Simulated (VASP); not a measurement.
# SrO (P6_3mc) in VASP: further runs, part 2 of 2

VASP 6.6.1. The steps go on from the part before.

## (4) Single point, LDA (strain +0.080 along x and y, +0.080 along z, atoms carried along)

INCAR reads:

```
PREC = Accurate
ENCUT = 520
EDIFF = 1E-6
ISMEAR = 0
SIGMA = 0.05
LREAL = False
LASPH = True
NELM = 100
ALGO = Normal
ISIF = 2
LWAVE = False
LCHARG = True
GGA = CA
LELF = True
LVHAR = True
NBANDS = 24
```

KPOINTS reads:

```
Automatic mesh
0
Gamma
  9 9 6
```

POSCAR reads:

```
SrO
1.0
    4.6175035668      0.0000000000      0.0000000000
   -2.3087517834      3.9988753909      0.0000000000
    0.0000000000      0.0000000000      5.5680425892
Sr O
2 2
Direct
    0.3333333333      0.6666666667      0.9381277000
    0.6666666667      0.3333333333      0.4381277000
    0.3333333333      0.6666666667      0.4368723000
    0.6666666667      0.3333333333      0.9368723000
```

Potentials or basis: VASP PAW LDA potentials, release 64 (Sr_sv, O).

The run is started by

```
> cat potpaw_LDA.64/Sr_sv/POTCAR potpaw_LDA.64/O/POTCAR > POTCAR
> mpirun -np 1 vasp_std > vasp.out
```

OUTCAR:

```text
PREC = Accurate
   ENCUT = 520
   EDIFF = 1E-6
   ISMEAR = 0
   LREAL = False
   LASPH = True
   NELM = 100
   ISIF = 2
   GGA = CA

 ion  position               nearest neighbor table
   1  0.333  0.667  0.938-   4 2.67   4 2.67   4 2.67   3 2.78   3 2.79   2 3.85   2 3.85   2 3.85
                             2 3.85   2 3.85   2 3.85
   2  0.667  0.333  0.438-   3 2.67   3 2.67   3 2.67   4 2.78   4 2.79   1 3.85   1 3.85   1 3.85
                             1 3.85   1 3.85   1 3.85
   3  0.333  0.667  0.437-   2 2.67   2 2.67   2 2.67   1 2.78   1 2.79
   4  0.667  0.333  0.937-   1 2.67   1 2.67   1 2.67   2 2.78   2 2.79

  LATTYP: Found a hexagonal cell.
 ALAT       =     4.6175035668
 C/A-ratio  =     1.2058556119

  Lattice vectors:

 A1 = (   4.6175035668,   0.0000000000,   0.0000000000)
 A2 = (  -2.3087517834,   3.9988753909,   0.0000000000)
 A3 = (   0.0000000000,   0.0000000000,   5.5680425892)

Analysis of symmetry for initial positions (statically):
=====================================================================
 Subroutine PRICEL returns:
 Original cell was already a primitive cell.

 Routine SETGRP: Setting up the symmetry group for a
 hexagonal supercell.

 Subroutine GETGRP returns: Found 12 space group operations
 (whereof  6 operations were pure point group operations)
 out of a pool of 24 trial point group operations.

The static configuration has the point symmetry C_3v.
 The point group associated with its full space group is C_6v.

Analysis of symmetry for dynamics (positions and initial velocities):
=====================================================================
 Subroutine PRICEL returns:
 Original cell was already a primitive cell.

 Routine SETGRP: Setting up the symmetry group for a
 hexagonal supercell.

 Subroutine GETGRP returns: Found 12 space group operations
 (whereof  6 operations were pure point group operations)
 out of a pool of 24 trial point group operations.

The dynamic configuration has the point symmetry C_3v.
 The point group associated with its full space group is C_6v.

 Subroutine INISYM returns: Found 12 space group operations
 (whereof  6 operations are pure point group operations),
 and found     1 'primitive' translations

----------------------------------------------------------------------------------------

                                     Primitive cell

  volume of cell :     102.8129

  direct lattice vectors                    reciprocal lattice vectors
     4.617503567  0.000000000  0.000000000     0.216567239  0.125035154  0.000000000
    -2.308751783  3.998875391  0.000000000     0.000000000  0.250070308  0.000000000
     0.000000000  0.000000000  5.568042589     0.000000000  0.000000000  0.179596327

  length of vectors
     4.617503567  4.617503567  5.568042589     0.250070308  0.250070308  0.179596327

  position of ions in fractional coordinates (direct lattice)
     0.333333333  0.666666667  0.938127700
     0.666666667  0.333333333  0.438127700
     0.333333333  0.666666667  0.436872300
     0.666666667  0.333333333  0.936872300

  ion indices of the primitive-cell ions
   primitive index   ion index
                 1           1
                 2           2
                 3           3
                 4           4

[... 30 lines left out ...]
  0.222222  0.000000  0.000000      6.000000
  0.333333  0.000000  0.000000      6.000000
  0.444444  0.000000  0.000000      6.000000
  0.111111  0.111111  0.000000      6.000000
[... 16 lines left out ...]
  0.333333  0.222222  0.166667     24.000000
  0.333333  0.333333  0.166667      4.000000
 [... further k-points ...]
   k-points           NKPTS =     48   k-points in BZ     NKDIM =     48   number of bands    NBANDS=     24
   number of dos      NEDOS =    301   number of ions     NIONS =      4
   total plane-waves  NPLWV =  54432
   dimension x,y,z NGX =    36 NGY =   36 NGZ =   42
   dimension x,y,z NGXF=    72 NGYF=   72 NGZF=   84
   ions per type =               2   2
   NGX,Y,Z   is equivalent  to a cutoff of  12.96, 12.96, 12.54 a.u.
   NGXF,Y,Z  is equivalent  to a cutoff of  25.92, 25.92, 25.08 a.u.
 SYSTEM =  unknown system
   PREC   = accura    normal or accurate (medium, high low for compatibility)
   ISTART =      0    job   : 0-new  1-cont  2-samecut
   ICHARG =      2    charge: 1-file 2-atom 10-const
   ISPIN  =      1    spin polarized calculation?
   LNONCOLLINEAR =      F non collinear calculations
   LSORBIT =      F    spin-orbit coupling
   LASPH  =      T    aspherical Exc in radial PAW
   ENCUT  =  520.0 eV  38.22 Ry    6.18 a.u.   8.59  8.59 10.35*2*pi/ulx,y,z
   NELM   =    100;   NELMIN=  2; NELMDL= -5     # of ELM steps
   EDIFF  = 0.1E-05   stopping-criterion for ELM
   LREAL  =      F    real-space projection
   EDIFFG = 0.1E-04   stopping-criterion for IOM
   NSW    =      0    number of steps for IOM
   IBRION =     -1    ionic relax: 0-MD 1-quasi-New 2-CG
   NFREE  =      0    steps in history (QN), initial steepest desc. (CG)
   ISIF   =      2    stress and relaxation
   ISYM   =      2    0-nonsym 1-usesym 2-fastsym
   POTIM  = 0.5000    time-step for ionic-motion
   TEBEG  =    0.0;   TEEND  =   0.0 temperature during run
   PSTRESS=    0.0 pullay stress
   NELECT =      32.0000    total number of electrons
   NUPDOWN=      -1.0000    fix difference up-down
   EMIN   =  10.00;   EMAX   =-10.00  energy-range for DOS
   EFERMI =   0.00;   METHOD = LEGACY
   ISMEAR =     0;   SIGMA  =   0.05  broadening in eV -4-tet -1-fermi 0-gaus
   EFERMI_NEDOS =   21; number of points for ismear=-14 and -15
   IALGO  =     38    algorithm
   IMIX   =      4    mixing-type and parameters
     AMIX     =   0.40;   BMIX     =  1.00
     AMIX_MAG =   1.60;   BMIX_MAG =  1.00
  volume/ion in A,a.u.               =      25.70       173.45
  Fermi-wavevector in a.u.,A,eV,Ry     =   1.109453  2.096562 16.747222  1.230886
  Thomas-Fermi vector in A             =   2.245993
   LORBIT       =      0    0 simple, 1 ext, 2 COOP (PROOUT), +10 PAW based schemes
   GGA     = CA    functional components
   LHFCALC =     F    Hartree Fock is set to
   AEXX    =    0.0000 exact exchange contribution
   IVDW    =     0    specifies the selected vdW correction
   LEPSILON=     F    determine dielectric tensor
   LRPA    =     F    only Hartree local field effects (RPA)
 non-spin polarized calculation
 Gauss-broadening in eV      SIGMA  =   0.05
  energy-cutoff  :      520.00
  volume of cell :      102.81
 maximum number of plane-waves:      2799
 NGX is ok and might be reduce to    36
   NGX = 17   NGY = 17   NGZ = 21

 number of electron      32.0000001 magnetization

 Free energy of the ion-electron system (eV)
  ---------------------------------------------------
  ext. energy  EPLUGINS =         0.00000000
  ---------------------------------------------------
  free energy    TOTEN  =       -25.11040770 eV

  energy without entropy =      -25.11040770  energy(sigma->0) =      -25.11040770

 E-fermi :  -0.1612     XC(G=0):  -8.5029

 val. band max:       -0.3683389454   @ k =   0.0000   0.0000   0.0000
 cond. band min:       1.4191040747   @ k =   0.0000   0.0000   0.0000
 fundamental gap:      1.7874430201
 Fermi energy:        -0.1612304987

 k-point     1 :       0.0000    0.0000    0.0000
  band No.  band energies     occupation
      1     -33.4313      2.00000
      2     -33.3698      2.00000
      3     -15.7491      2.00000
      4     -15.5691      2.00000
      5     -15.5691      2.00000
      6     -15.4230      2.00000
[... 637 lines left out ...]
     23       6.2648      0.00000
     24       7.6359      0.00000

 [... further k-points ...]

------------------------ aborting loop because EDIFF is reached ----------------------------------------

  FORCE on cell =-STRESS in cart. coord.  units (eV):
  Direction    XX          YY          ZZ          XY          YZ          ZX
  --------------------------------------------------------------------------------------
  -------------------------------------------------------------------------------------
  Total       -7.9013907     -7.9013907     -8.6632509      0.0000000      0.0000000      0.0000000
  in kB     -123.1307311   -123.1307311   -135.0031239      0.0000000      0.0000000      0.0000000
  external PRESSURE =    -127.0881953 kB  Pullay stress =       0.0000000 kB

 VOLUME and BASIS-vectors are now :
 -----------------------------------------------------------------------------
  energy-cutoff  :      520.00
  volume of cell :      102.81
      direct lattice vectors                 reciprocal lattice vectors
     4.617503567  0.000000000  0.000000000     0.216567239  0.125035154  0.000000000
    -2.308751783  3.998875391  0.000000000     0.000000000  0.250070308  0.000000000
     0.000000000  0.000000000  5.568042589     0.000000000  0.000000000  0.179596327

 POSITION                                       TOTAL-FORCE (eV/Angst)
 -----------------------------------------------------------------------------------
     -0.00000      2.66592      5.22353         0.000000      0.000000      0.003299
      2.30875      1.33296      2.43951        -0.000000      0.000000      0.003299
     -0.00000      2.66592      2.43252        -0.000000      0.000000     -0.003299
      2.30875      1.33296      5.21654         0.000000     -0.000000     -0.003299
 -----------------------------------------------------------------------------------
    total drift:                               -0.000000      0.000000     -0.000970

  FREE ENERGIE OF THE ION-ELECTRON SYSTEM (eV)
  ---------------------------------------------------
  free  energy   TOTEN  =       -25.1104077037 eV

  energy  without entropy=      -25.1104077037  energy(sigma->0) =      -25.11040770
```

OSZICAR:

```text
N       E                     dE             d eps       ncg     rms          rms(c)
DAV:   1     0.194869573939E+03    0.19487E+03   -0.15669E+04  2304   0.121E+03
DAV:   2    -0.142171239497E+02   -0.20909E+03   -0.19628E+03  3128   0.281E+02
DAV:   3    -0.303905162587E+02   -0.16173E+02   -0.16070E+02  3760   0.702E+01
DAV:   4    -0.308353481013E+02   -0.44483E+00   -0.44437E+00  3208   0.105E+01
DAV:   5    -0.308472567330E+02   -0.11909E-01   -0.11908E-01  3360   0.130E+00    0.175E+01
DAV:   6    -0.258199931162E+02    0.50273E+01   -0.29126E+01  2712   0.246E+01    0.215E+01
DAV:   7    -0.253242234401E+02    0.49577E+00   -0.28125E+00  2952   0.898E+00    0.115E+01
DAV:   8    -0.251106472422E+02    0.21358E+00   -0.55938E-01  2664   0.495E+00    0.175E+00
DAV:   9    -0.251080603391E+02    0.25869E-02   -0.13846E-02  3648   0.742E-01    0.536E-01
DAV:  10    -0.251102345976E+02   -0.21743E-02   -0.29170E-03  2712   0.319E-01    0.106E-01
DAV:  11    -0.251103780016E+02   -0.14340E-03   -0.37533E-04  3560   0.100E-01    0.724E-02
DAV:  12    -0.251104045417E+02   -0.26540E-04   -0.43589E-05  2648   0.451E-02    0.230E-02
DAV:  13    -0.251104075210E+02   -0.29794E-05   -0.90639E-06  3440   0.151E-02    0.630E-03
DAV:  14    -0.251104077037E+02   -0.18264E-06   -0.10348E-06  2072   0.792E-03
   1 F= -.25110408E+02 E0= -.25110408E+02  d E =-.210151E-11
```

It took 1.8 min on 1 thread of Intel Xeon Platinum 8488C (Sapphire Rapids), shared host; peak memory 0.24 GiB.

Results:

```yaml
Free_energy: -25.1104 eV
Pressure: -12.7 GPa
Largest_force: 0.003 eV/Å
Band_gap_on_the_k_mesh: 1.79 eV, direct
```

Forces in eV/Å, atoms in the order of the input:
```
Sr   0.000  0.000  0.003
Sr   0.000  0.000  0.003
O    0.000  0.000 -0.003
O    0.000  0.000 -0.003
```

Levels at points of the mesh, in eV from the valence-band top:
| k point | band 12 | band 13 | band 14 | band 15 | band 16 | band 17 | band 18 | band 19 | band 20 | band 21 |
| --- | --- | --- | --- | --- | --- | --- | --- | --- | --- | --- |
| (0.00, 0.00, 0.00) | -0.72 | -0.72 | -0.72 | -0.58 | 0.00 | 1.79 | 5.43 | 5.43 | 5.81 | 6.89 |
| (0.00, 0.00, 0.50) | -1.05 | -0.80 | -0.80 | -0.80 | -0.80 | 3.43 | 3.43 | 6.67 | 6.67 | 6.67 |

Caveat: an odd mesh through Γ misses points on the zone boundary, where band edges often lie.

## (5) The runs side by side

```tsv
cell	gap on the mesh (eV)	pressure (GPa)
strain +0.000 along x and y, +0.080 along z, atoms carried along	2.25	-7.7
strain +0.080 along x and y, +0.000 along z, atoms carried along	1.83	-10.2
strain +0.080 along x and y, +0.080 along z, atoms carried along	1.79	-12.7
```

Alike in all rows: task single point; level LDA; potentials or basis VASP PAW LDA potentials, release 64 (Sr_sv, O); no spin polarisation; k mesh 9 × 9 × 6; cutoff (eV) 520; smearing gaussian 0.05 eV.

Caveats: an odd mesh through Γ misses points on the zone boundary, where band edges often lie.

Absolute energies hang on the potentials; compare differences alone.
